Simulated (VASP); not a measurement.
A run of VASP 6.6.1 is set up as follows.

INCAR

```
PREC     = Accurate       # precision mode
ENCUT    = 520            # plane-wave cutoff, eV
EDIFF    = 1E-7           # SCF threshold, eV
ISMEAR   = 0              # smearing method
SIGMA    = 0.15           # smearing width, eV
LREAL    = F              # projectors in reciprocal space
LASPH    = T              # aspherical terms in the spheres
NELM     = 60             # most SCF steps
ALGO     = Fast           # electronic algorithm
ISIF     = 2              # what is computed and relaxed
LWAVE    = F              # write WAVECAR
LCHARG   = T              # write CHGCAR
GGA      = PE             # functional
IVDW     = 12             # dispersion correction
LELF     = T              # ELF
LVHAR    = T            
NBANDS   = 17             # bands
```

The input KPOINTS:

```
Automatic mesh
0
Gamma
  12 12 12
```

POSCAR

```
TePb
1.0
    4.0022870000      0.0000000000      0.0000000000
    0.0000000000      4.0022870000      0.0000000000
    0.0000000000      0.0000000000      4.0022870000
Te Pb
1 1
Direct
    0.5000000000      0.5000000000      0.5000000000
    0.0000000000      0.0000000000      0.0000000000
```

Potentials or basis: VASP PAW PBE potentials, release 64 (Te, Pb_d).

The run is started by

```sh
$ cat potpaw_PBE.64/Te/POTCAR potpaw_PBE.64/Pb_d/POTCAR > POTCAR
$ mpirun -np 1 vasp_std > vasp.out
```

Q: Estimate the band gap on the k mesh.

A: None (metal or under the smearing width).

Q: Predict the pressure.

A: -1.8 GPa.

Caveat: pairwise dispersion overbinds metals, which lowers pressure and volume. Spin-orbit coupling is left out, which matters for the levels of Pb, Te.
